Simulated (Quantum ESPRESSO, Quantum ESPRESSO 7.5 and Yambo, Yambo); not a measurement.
**A GW chain in Yambo: SiC (Moissanite)**

Wanted: ground state, empty states, screening and self-energy for SiC (Moissanite).

Method: PBE and many-body steps on it, plane waves, in Quantum ESPRESSO 7.5 and Yambo 5.3.0.

**The experiments to reproduce.**

- Gap 3 eV: optical absorption onset, approximate; UV-Vis-NIR transmission; bulk crystal (400 micron semi-insulating 6H-SiC wafer) (“Effects of energetic ion irradiation on WSe2/SiC heterostructures”, 2017, pmc:5482891).

- Gap 3.02 eV: band gap at cryogenic temperature; bulk crystal (literature value) (quoted in “Silicon carbide diodes for neutron detection”, 2020, arxiv:2009.14696).

- Gap 3.03 eV: indirect gap, experimental literature value; quoted from earlier experiment; bulk crystal (quoted in “Charge spill-out and work function of few-layer graphene on SiC(0001)”, 2018, arxiv:1806.04908).

This is a report of a sequence of runs, with most program output left out.

## 1. Starting point

It takes space group P6_3mc (No. 186, hexagonal). The conventional cell has a = 3.081 Å, b = 3.081 Å, c = 15.125 Å, α = 90.00°, β = 90.00°, γ = 120.00°. Nearest to Si lie 4 C at 1.88 to 1.90 Å. Nearest to Si lie 4 C at 1.89 Å. Nearest to C lie 4 Si at 1.88 to 1.89 Å. Nearest to C lie 4 Si at 1.89 Å. Nearest to C lie 4 Si at 1.89 to 1.90 Å. Farther neighbours are not listed.

The cell and positions come from the Crystallography Open Database and are kept as given unless a step says otherwise.

## 2. Ground state

This step: Quantum ESPRESSO 7.5; DFT, PBE, plane waves, norm-conserving pseudopotentials.

The ground-state density comes first.

pw.in reads:

```
&control
  calculation = 'scf'
  prefix = 'x'
  outdir = 'o'
  pseudo_dir = 'pseudo'
/
&system
  ibrav = 0
  nat = 12
  ntyp = 2
  ecutwfc = 74.0
  nbnd = 34
  force_symmorphic = .true.
/
&electrons
  conv_thr = 1e-10
  electron_maxstep = 80
  mixing_beta = 0.5
/
ATOMIC_SPECIES
  Si 28.085 Si.upf
  C 12.011 C.upf
CELL_PARAMETERS angstrom
  3.0810000000 -0.0000000000 0.0000000000
  -1.5405000000 2.6682242691 0.0000000000
  0.0000000000 0.0000000000 15.1248000000
ATOMIC_POSITIONS crystal
  Si 0.0000000000 0.0000000000 0.0000000000
  Si 0.0000000000 0.0000000000 0.5000000000
  Si 0.3333333333 0.6666666667 0.1664000000
  Si 0.6666666667 0.3333333333 0.6664000000
  Si 0.6666666667 0.3333333333 0.3329000000
  Si 0.3333333333 0.6666666667 0.8329000000
  C 0.3333333333 0.6666666667 0.0412000000
  C 0.6666666667 0.3333333333 0.5412000000
  C 0.6666666667 0.3333333333 0.2080000000
  C 0.3333333333 0.6666666667 0.7080000000
  C 0.0000000000 0.0000000000 0.3746000000
  C 0.0000000000 0.0000000000 0.8746000000
K_POINTS automatic
  6 6 2 0 0 0
```

Started as:

```sh
OMP_NUM_THREADS=1 mpirun -n 16 pw.x -nk 8 -in pw.in > pw.out
```

Run time: 12 s. Hardware: 16 MPI ranks of Arm Neoverse V2, shared host; peak memory 1.3 GiB; 2.7 min of CPU time.

Numbers from this step:

```yaml
total_energy: -1676.7292 eV
gap: 2.017 eV
k_of_the_valence_top: 0, 0, 0
k_of_the_conduction_bottom: 0, -0.5, 0
least_direct_gap: 3.123 eV
```

The gap is indirect, with the least direct gap 1.11 eV higher.

## 3. Bands along the symmetry lines

The cheap functional maps the bands first; the places of the edges decide which points the dearer methods must see.

pw.in reads:

```
&control
  calculation = 'bands'
  prefix = 'x'
  outdir = 'o'
  pseudo_dir = 'pseudo'
/
&system
  ibrav = 0
  nat = 12
  ntyp = 2
  ecutwfc = 74.0
  nbnd = 30
  force_symmorphic = .true.
/
&electrons
  conv_thr = 1e-9
  electron_maxstep = 80
  diago_full_acc = .true.
  diago_thr_init = 5e-6
/
ATOMIC_SPECIES
  Si 28.085 Si.upf
  C 12.011 C.upf
CELL_PARAMETERS angstrom
  3.0810000000 -0.0000000000 0.0000000000
  -1.5405000000 2.6682242691 0.0000000000
  0.0000000000 0.0000000000 15.1248000000
ATOMIC_POSITIONS crystal
  Si 0.0000000000 0.0000000000 0.0000000000
  Si 0.0000000000 0.0000000000 0.5000000000
  Si 0.3333333333 0.6666666667 0.1664000000
  Si 0.6666666667 0.3333333333 0.6664000000
  Si 0.6666666667 0.3333333333 0.3329000000
  Si 0.3333333333 0.6666666667 0.8329000000
  C 0.3333333333 0.6666666667 0.0412000000
  C 0.6666666667 0.3333333333 0.5412000000
  C 0.6666666667 0.3333333333 0.2080000000
  C 0.3333333333 0.6666666667 0.7080000000
  C 0.0000000000 0.0000000000 0.3746000000
  C 0.0000000000 0.0000000000 0.8746000000
K_POINTS crystal
  75
  0.00000000 0.00000000 0.00000000 1
  0.06250000 0.00000000 0.00000000 1
  0.12500000 0.00000000 0.00000000 1
  0.18750000 0.00000000 0.00000000 1
  0.25000000 0.00000000 0.00000000 1
  0.31250000 0.00000000 0.00000000 1
  0.37500000 0.00000000 0.00000000 1
  0.43750000 0.00000000 0.00000000 1
  0.50000000 0.00000000 0.00000000 1
  0.47916667 0.04166667 0.00000000 1
  0.45833333 0.08333333 0.00000000 1
  0.43750000 0.12500000 0.00000000 1
  0.41666666 0.16666666 0.00000000 1
  0.39583333 0.20833333 0.00000000 1
  0.37500000 0.25000000 0.00000000 1
  0.35416666 0.29166666 0.00000000 1
  0.33333333 0.33333333 0.00000000 1
  0.29166666 0.29166666 0.00000000 1
  0.25000000 0.25000000 0.00000000 1
  0.20833333 0.20833333 0.00000000 1
  0.16666666 0.16666666 0.00000000 1
  0.12500000 0.12500000 0.00000000 1
  0.08333333 0.08333333 0.00000000 1
  0.04166667 0.04166667 0.00000000 1
  0.00000000 0.00000000 0.00000000 1
  0.00000000 0.00000000 0.06250000 1
  0.00000000 0.00000000 0.12500000 1
  0.00000000 0.00000000 0.18750000 1
  0.00000000 0.00000000 0.25000000 1
  0.00000000 0.00000000 0.31250000 1
  0.00000000 0.00000000 0.37500000 1
  0.00000000 0.00000000 0.43750000 1
  0.00000000 0.00000000 0.50000000 1
  0.06250000 0.00000000 0.50000000 1
  0.12500000 0.00000000 0.50000000 1
  0.18750000 0.00000000 0.50000000 1
  0.25000000 0.00000000 0.50000000 1
  0.31250000 0.00000000 0.50000000 1
  0.37500000 0.00000000 0.50000000 1
  0.43750000 0.00000000 0.50000000 1
  0.50000000 0.00000000 0.50000000 1
  0.47916667 0.04166667 0.50000000 1
  0.45833333 0.08333333 0.50000000 1
  0.43750000 0.12500000 0.50000000 1
  0.41666666 0.16666666 0.50000000 1
  0.39583333 0.20833333 0.50000000 1
  0.37500000 0.25000000 0.50000000 1
  0.35416666 0.29166666 0.50000000 1
  0.33333333 0.33333333 0.50000000 1
  0.29166666 0.29166666 0.50000000 1
  0.25000000 0.25000000 0.50000000 1
  0.20833333 0.20833333 0.50000000 1
  0.16666666 0.16666666 0.50000000 1
  0.12500000 0.12500000 0.50000000 1
  0.08333333 0.08333333 0.50000000 1
  0.04166667 0.04166667 0.50000000 1
  0.00000000 0.00000000 0.50000000 1
  0.50000000 0.00000000 0.50000000 1
  0.50000000 0.00000000 0.43750000 1
  0.50000000 0.00000000 0.37500000 1
  0.50000000 0.00000000 0.31250000 1
  0.50000000 0.00000000 0.25000000 1
  0.50000000 0.00000000 0.18750000 1
  0.50000000 0.00000000 0.12500000 1
  0.50000000 0.00000000 0.06250000 1
  0.50000000 0.00000000 0.00000000 1
  0.33333333 0.33333333 0.50000000 1
  0.33333333 0.33333333 0.43750000 1
  0.33333333 0.33333333 0.37500000 1
  0.33333333 0.33333333 0.31250000 1
  0.33333333 0.33333333 0.25000000 1
  0.33333333 0.33333333 0.18750000 1
  0.33333333 0.33333333 0.12500000 1
  0.33333333 0.33333333 0.06250000 1
  0.33333333 0.33333333 0.00000000 1
```

Started as:

```sh
OMP_NUM_THREADS=1 mpirun -n 16 pw.x -nk 16 -in pw.in > pw.out
```

Run time: 14 s. Hardware: 16 MPI ranks; peak memory 1.6 GiB.

This step gave:

| Quantity | Value |
| --- | --- |
| gap | 2.012 eV |
| k of the valence top | 0, 0, 0 |
| k of the conduction bottom | 0.5, 0, 0.1875 |
| least direct gap | 3.123 eV |

The gap is 2.012 eV, −0.005 eV from the run before at this level.

Electronic bands along the path, in eV, zero at the top of the highest filled band:

```
    point  band 21  band 22  band 23  band 24  band 25  band 26  band 27  band 28
        Γ    -0.29    -0.04     0.00     0.00     5.16     5.34     5.74     6.25
  halfway    -1.17    -1.09    -0.70    -0.54     3.67     3.89     4.38     5.01
        M    -1.84    -1.76    -1.66    -1.11     2.02     2.21     3.23     3.89
  halfway    -2.44    -2.22    -2.00    -1.77     2.85     3.50     4.51     4.92
        K    -3.14    -2.21    -2.08    -2.08     3.49     3.49     3.75     5.04
  halfway    -1.78    -1.73    -1.30    -0.72     4.79     4.86     4.97     5.06
        Γ    -0.29    -0.04     0.00     0.00     5.16     5.34     5.74     6.25
  halfway    -0.20    -0.20    -0.02    -0.02     5.18     5.30     5.81     6.15
        A    -0.09    -0.09    -0.09    -0.09     5.23     5.23     5.97     5.97
  halfway    -1.00    -1.00    -0.71    -0.71     3.77     3.77     4.73     4.73
        L    -1.72    -1.72    -1.31    -1.31     2.06     2.06     3.45     3.45
  halfway    -2.68    -2.68    -1.67    -1.67     3.20     3.20     4.48     4.48
        H    -2.63    -2.63    -2.27    -2.27     3.68     3.68     4.32     4.32
  halfway    -1.96    -1.96    -0.85    -0.85     4.74     4.74     5.12     5.12
        A    -0.09    -0.09    -0.09    -0.09     5.23     5.23     5.97     5.97
jump to L    -1.72    -1.72    -1.31    -1.31     2.06     2.06     3.45     3.45
  halfway    -2.00    -1.64    -1.53    -1.16     2.01     2.16     3.29     3.68
        M    -1.84    -1.76    -1.66    -1.11     2.02     2.21     3.23     3.89
jump to H    -2.63    -2.63    -2.27    -2.27     3.68     3.68     4.32     4.32
  halfway    -2.97    -2.33    -2.16    -2.16     3.58     3.58     3.91     4.80
        K    -3.14    -2.21    -2.08    -2.08     3.49     3.49     3.75     5.04
```

## 4. Empty states on the mesh, 6×6×1 mesh, 207 bands

The sums over transitions need many empty states on a uniform mesh; this step solves for them.

pw.in reads:

```
&control
  calculation = 'nscf'
  prefix = 'x'
  outdir = 'o'
  pseudo_dir = 'pseudo'
/
&system
  ibrav = 0
  nat = 12
  ntyp = 2
  ecutwfc = 74.0
  nbnd = 207
  force_symmorphic = .true.
/
&electrons
  conv_thr = 1e-9
  electron_maxstep = 80
  diago_full_acc = .true.
  diago_thr_init = 5e-6
/
ATOMIC_SPECIES
  Si 28.085 Si.upf
  C 12.011 C.upf
CELL_PARAMETERS angstrom
  3.0810000000 -0.0000000000 0.0000000000
  -1.5405000000 2.6682242691 0.0000000000
  0.0000000000 0.0000000000 15.1248000000
ATOMIC_POSITIONS crystal
  Si 0.0000000000 0.0000000000 0.0000000000
  Si 0.0000000000 0.0000000000 0.5000000000
  Si 0.3333333333 0.6666666667 0.1664000000
  Si 0.6666666667 0.3333333333 0.6664000000
  Si 0.6666666667 0.3333333333 0.3329000000
  Si 0.3333333333 0.6666666667 0.8329000000
  C 0.3333333333 0.6666666667 0.0412000000
  C 0.6666666667 0.3333333333 0.5412000000
  C 0.6666666667 0.3333333333 0.2080000000
  C 0.3333333333 0.6666666667 0.7080000000
  C 0.0000000000 0.0000000000 0.3746000000
  C 0.0000000000 0.0000000000 0.8746000000
K_POINTS automatic
  6 6 1 0 0 0
```

Started as:

```sh
OMP_NUM_THREADS=1 mpirun -n 16 pw.x -nk 4 -in pw.in > pw.out
```

Wall time 16 s (16 MPI ranks); peak memory 1.5 GiB.

This step gave:

```yaml
gap: 2.017 eV
k_of_the_valence_top: 0, 0, 0
k_of_the_conduction_bottom: 0, -0.5, 0
least_direct_gap: 3.123 eV
k_points_computed: 7
lowest_point_of_the_top_converged_band_above_the_valence_top: 62.5700 eV
```

On this mesh the gap is 2.017 eV.

## 5. Conversion and set-up

This step: Yambo 5.3.0; conversion and set-up on PBE, plane waves, norm-conserving pseudopotentials.

The states are converted to the many-body program's format and the q mesh is built.

Started as:

```sh
(cd o/x.save; p2y > p2y.log; mv SAVE ../..); yambo > setup.log
```

The job ended after 2.2 s (1 MPI rank; peak memory 0.24 GiB).

## 6. Screening and self-energy, 6×6×1 mesh, 207 bands, screening to 122.5 eV

Now the one-shot GW correction: screening in the RPA, then the self-energy of the levels asked for.

This step: G0W0 on PBE, plane waves, norm-conserving pseudopotentials.

gw1.in reads:

```
HF_and_locXC
gw0
dyson
ppa
em1d
rim_cut
RandQpts= 1000000
RandGvec= 1 RL
EXXRLvcs= 74 Ry
VXCRLvcs= 296 Ry
Chimod= "HARTREE"
% BndsRnXp
 1 | 207 |
%
NGsBlkXp= 9 Ry
% LongDrXp
 1 | 1 | 1 |
%
% GbndRnge
 1 | 207 |
%
DysSolver= "n"
ExtendOut
PPAPntXp= 27.21138 eV
% QPkrange
 1 | 1 | 23 | 26 |
 4 | 4 | 23 | 26 |
%
```

Started as:

```sh
OMP_NUM_THREADS=2 mpirun -n 8 yambo -F gw1.in -J gw1 -C gw1 > gw1.log
```

It took 3.1 min on 8 MPI ranks; peak memory 4.7 GiB.

Numbers from this step:

```yaml
g0w0_gap_on_the_points_computed: 2.605 eV
starting_gap_on_the_mesh: 2.017 eV
k_of_the_valence_top: 0, 0, 0
k_of_the_conduction_bottom: 0, -0.5, 0
least_direct_g0w0_gap_on_the_computed_points: 3.875 eV
z_at_the_valence_top: 0.8012
z_at_the_conduction_bottom: 0.8236
```

The gap on the mesh goes from 2.02 eV to 2.61 eV, a correction of +0.59 eV.

Limits: finite bands, cutoff and mesh; coarse k mesh. v1 is the top filled band, c1 the lowest empty one. Levels before and after the correction, in eV, zero at the valence-band top of each column:

```
           conduction bottom  valence top
Kohn-Sham               2.02         0.00
     G0W0               2.61         0.00
```

```
                   level  energy (eV)
Kohn-Sham        Γ v2-v1        0.000
Kohn-Sham           Γ c1        5.164
Kohn-Sham           Γ c2        5.336
Kohn-Sham  (0 -0.5 0) v2       -1.662
Kohn-Sham  (0 -0.5 0) v1       -1.106
Kohn-Sham  (0 -0.5 0) c1        2.017
Kohn-Sham  (0 -0.5 0) c2        2.207
     G0W0        Γ v2-v1        0.000
     G0W0           Γ c1        5.973
     G0W0           Γ c2        6.136
     G0W0  (0 -0.5 0) v2       -1.879
     G0W0  (0 -0.5 0) v1       -1.270
     G0W0  (0 -0.5 0) c1        2.605
     G0W0  (0 -0.5 0) c2        2.793
```

## 7. Where the time went

Times are wall times on the hardware named with each run, good to a factor of about two.

```
                          step     time  share  memory (GiB)
                  ground state     12 s    5 %           1.3
bands along the symmetry lines     14 s    6 %           1.6
      empty states on the mesh     16 s    7 %           1.5
         conversion and set-up    2.2 s    1 %          0.24
     screening and self-energy  3.1 min   81 %           4.7
```

## 8. What came out

```yaml
pbe_gap: 2.01 eV, indirect
g0w0_gap_on_the_mesh: 2.61 eV
gw_settings: 6×6×1 mesh, 207 bands, screening to 122.5 eV, Godby-Needs plasmon pole
known_limits: not at the basis limit; coarse k mesh
```

**Reading.** G0W0 moves the gap on the mesh from 2.02 eV to 2.61 eV (+0.59 eV), with Z of 0.80 and 0.82 at the edges. Only 2 of the mesh's irreducible points were corrected, so a valley elsewhere could overtake. The dearest step here is «screening and self-energy». Against experiment, by G0W0@PBE: the gap of 2.60 eV lies −0.40 eV from the measured 3 eV (optical, 2017); the gap of 2.60 eV lies −0.42 eV from the measured 3.02 eV (kind not stated, quoted 2020); the gap of 2.60 eV lies −0.43 eV from the measured 3.03 eV (indirect, quoted 2018). An exciton line or allowed optical edge lies below the quasiparticle gap by the binding energy; a forbidden edge can push the onset above it. The calculation has static nuclei and no excitons; a measured gap holds zero-point and thermal motion, which mostly lowers it. Bands and cutoff are finite, so the gap is not at the basis limit. The miss can reach some tenths of an eV and take either sign; the mesh is an error of its own. In the G0W0 run levels were corrected at 2 k points alone, so a gap called «on the mesh» is the least over those, and an edge elsewhere would be missed. The 6×6×1 mesh is coarse for this cell, which bears on the long-range parts of exchange and screening.

[Paths, hosts, dates, memory and timing lines, banners, echoed tables and standing remarks are left out of the program output.]

[Logs are printed without paths, hosts, clocks, repeated set-up lines and the standing remarks that a program may print on its own settings, such as how far it seeks lower states.]

[Runs of the session that timed out or met a known fault of the program may be left out.]

[Hosts, paths, dates, database ids (printed as entryN), source tags and the programs' standing remarks are cut or masked in the printed files.]
